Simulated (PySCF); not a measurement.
A run of PySCF 2.14.0 is set up as follows.

The input run.py:

```python
import json
import numpy as np
from pyscf.pbc import gto, scf, dft, df

cell = gto.Cell()
cell.basis = 'pob-tzvp-rev2'
cell.fromfile('POSCAR', format='poscar')
cell.exp_to_discard = 0.1
cell.precision = 1e-08
cell.max_memory = 5040  # MB
cell.verbose = 4
cell.build()

res = {}
kpts = cell.make_kpts([2, 2, 2])
mf = dft.KRKS(cell, kpts, xc='pbe')
mf = mf.density_fit()
mf.with_df._cderi_to_save = 'cderi.h5'
mf.with_df.build(j_only=False)
mf.conv_tol = 1e-08
mf.max_cycle = 60

mf.kernel()
res.update(converged=bool(mf.converged), e_tot=mf.e_tot, nelec=cell.nelectron, nao=cell.nao, mesh=list(map(int, cell.mesh)), a=cell.lattice_vectors().tolist(), coords=cell.atom_coords().tolist(),
           mo_energy=[np.real(x).tolist() for x in mf.mo_energy], mo_occ=[np.real(x).tolist() for x in mf.mo_occ])
res.update(kpts=cell.get_scaled_kpts(kpts).tolist())
res['parts'] = {k: float(np.real(v)) for k, v in mf.scf_summary.items() if np.isscalar(v)}
json.dump(res, open('results.json', 'w'))
if not mf.converged:
    raise SystemExit('SCF not converged')

print('levels (eV)')
for i, kp in enumerate(res['kpts'][:40]):
    print('k %7.4f %7.4f %7.4f  ' % tuple(kp), ' '.join('%.3f' % (x * 27.211386) for x in res['mo_energy'][i][:19]))

# Mulliken populations
dm, s = np.asarray(mf.make_rdm1()), np.asarray(mf.get_ovlp())
sites = cell.aoslice_by_atom()[:, 2:]
tot = np.einsum('kij,kji->i', dm, s).real / len(kpts)
res['mulliken'] = [cell.atom_charge(i) - tot[a0:a1].sum() for i, (a0, a1) in enumerate(sites)]
print('Mulliken charges', np.round(res['mulliken'], 5))

from pyscf.pbc.gw.krgw_ac import KRGWAC
gw = KRGWAC(mf, frozen=10)
gw.fc = True
orbs = list(range(11, 17))
gw.kernel(orbs=orbs)
res['orbs'] = orbs
res['qp'] = np.asarray(gw.mo_energy).real.tolist()
res['done'] = True
json.dump(res, open('results.json', 'w'))
```

File POSCAR:

```
Si
1.0
    0.0000000000      2.7218511865      2.7218511865
    2.7218511865      0.0000000000      2.7218511865
    2.7218511865      2.7218511865      0.0000000000
Si
2
Direct
    0.5000000000      0.5000000000      0.5000000000
    0.7500000000      0.7500000000      0.7500000000
```

Potentials or basis: pob-tzvp-rev2 (all-electron).

Run with:

```bash
$ OMP_NUM_THREADS=4 python -u run.py > log
```

Task: Predict the quasiparticle gap.

Result: 1.60 eV.

Task: Estimate the least direct quasiparticle gap.

Result: 3.26 eV.

Task: Estimate the band gap on the k mesh, mean-field level.

Result: 0.88 eV, indirect (least direct gap 2.57 eV).

Caveat: the k mesh is coarse (spacing up to 1.00 Å⁻¹), so the values aren't converged; mesh and basis are far too small for converged many-body values: gaps can be off by tenths of an eV to over 1 eV, and much correlation energy is missing; the default atom-centred grid shifts energies of crystals by up to some 10 meV an atom and pressures by some 0.5 GPa; total energy, band gap and charges are those of the mean-field reference; the basis of atomic orbitals isn't converged, which shifts pressures, moduli and gaps. A k mesh can miss the band edges.
